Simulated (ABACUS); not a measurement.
**BN: relaxation of cell and atoms with PBE**

Crystal: BN.

```
N B
1.0
     2.55394    0.00000    0.00000
    -1.27697    2.21178    0.00000
     0.00000    0.00000    4.22685
N B
2 2
Direct
  0.33333 0.66667 0.12528
  0.66667 0.33333 0.62528
  0.33333 0.66667 0.49972
  0.66667 0.33333 0.99972
```

Measurements of this composition are mostly on another form, of space group No. 194.

| Item | Value |
| --- | --- |
| Program | ABACUS 3.10.1 |
| Task | relaxation of cell and atoms |
| Functional | PBE |
| Potentials or basis | PseudoDojo NC SR 0.5 PBE standard |
| Cutoff | 1143 eV |
| Density cutoff | 4572 eV |
| Basis | plane waves |
| k mesh | 10 × 10 × 5 |
| Occupations | fermi-dirac, width 0.05 eV |
| Spin | no spin polarisation |
| Optimiser | ASE BFGS |
| Force threshold | 0.02 eV/Å |
| Max steps | 60 |
| Cell moves | yes |
| Radial cutoff of the potentials (pseudo_rcut) | 10 bohr |
| SCF threshold on the density | 1e-08 |
| Max SCF steps | 100 |
| Eigensolver | dav |
| Mixing | broyden |
| Mixing share | 0.7 |
| Symmetry key | 1 |
| Bands | 12 |

```yaml
Relaxed_volume: 5.97 Å³/atom
Relaxed_cell: a = 2.554 Å, b = 2.554 Å, c = 4.225 Å, α = 90.00°, β = 90.00°, γ = 120.00°
Space_group_after_relaxing_to_0.05_Å: P6_3mc (No. 186)
Energy_gained_by_relaxing: 0.0 meV/atom
Ionic_steps: 3
Pressure_after_relaxing: -0.2 GPa
Largest_force_after_relaxing: 0.010 eV/Å
Band_gap_on_the_k_mesh: 5.48 eV, indirect (least direct gap 8.29 eV)
```

Forces in eV/Å, atoms in the order of the input:
```
N    0.000  0.000  0.010
N    0.000  0.000  0.010
B    0.000  0.000 -0.010
B    0.000  0.000 -0.010
```

Stress tensor (GPa, compression positive):
```
-0.02  0.00  0.00
 0.00 -0.02  0.00
 0.00  0.00 -0.44
```

Final structure:
```cif
data_structure
_symmetry_space_group_name_H-M 'P 1'
_symmetry_Int_Tables_number 1
_cell_length_a 2.5538
_cell_length_b 2.5538
_cell_length_c 4.2246
_cell_angle_alpha 90.000
_cell_angle_beta 90.000
_cell_angle_gamma 120.000
_cell_volume 23.86
loop_
_atom_site_label
_atom_site_type_symbol
_atom_site_fract_x
_atom_site_fract_y
_atom_site_fract_z
_atom_site_occupancy
N1 N 0.33333 0.66667 0.12515 1
N2 N 0.66667 0.33333 0.62515 1
B1 B 0.33333 0.66667 0.49985 1
B2 B 0.66667 0.33333 0.99985 1
```

Levels at points of the mesh, in eV from the valence-band top:
| k point | band 5 | band 6 | band 7 | band 8 |
| --- | --- | --- | --- | --- |
| (0.00, 0.00, 0.00) | -2.10 | -0.26 | 0.00 | 0.00 |
| (0.50, 0.50, 0.00) | -6.84 | -4.94 | -4.35 | -2.10 |

It took 16 s on 4 MPI ranks on Intel(R) Xeon(R) Platinum 8375C CPU @ 2.90GHz (Ice Lake), on a shared host, peak memory 0.36 GiB a rank.

Caveat: there are fewer bands than atomic start orbitals, so a level may be missed at k points of high symmetry; an odd mesh through Γ misses points on the zone boundary, where band edges often lie.
